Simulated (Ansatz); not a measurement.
## Element substitutions in CdSe

The reference is CdSe in the zinc blende structure (space group F-43m, No. 216; a = 6.133 Å).

Each row replaces one element on all its sites; cell and atoms are relaxed.

The values are results of Ansatz (a quantum-chemistry and plane-wave program) r2SCAN, no spin-orbit coupling, not measurements.

```tsv
case	volume per atom	band gap
base	28.84 Å³	1.04 eV
Se → Ru	25.98 Å³	zero
Se → Br	38.71 Å³	zero
Se → Os	26.37 Å³	zero
Se → S	…	…
```

### Question
Some entries are withheld; estimate them.

### Answer

- Se → S, volume per atom: 25.38 Å³
- Se → S, band gap: 1.54 eV

Spin-orbit coupling, missing from the scalar runs, can matter with Os. Whether these cells are dynamically stable was not tested. As relaxed here, CdRu, CdBr and CdOs are hypothetical phases, not in the database extracts checked. All final runs are without spin polarisation. An odd electron count without spin: CdBr. CdRu and CdOs have a high density of states at the Fermi level and may be magnetic at this level.
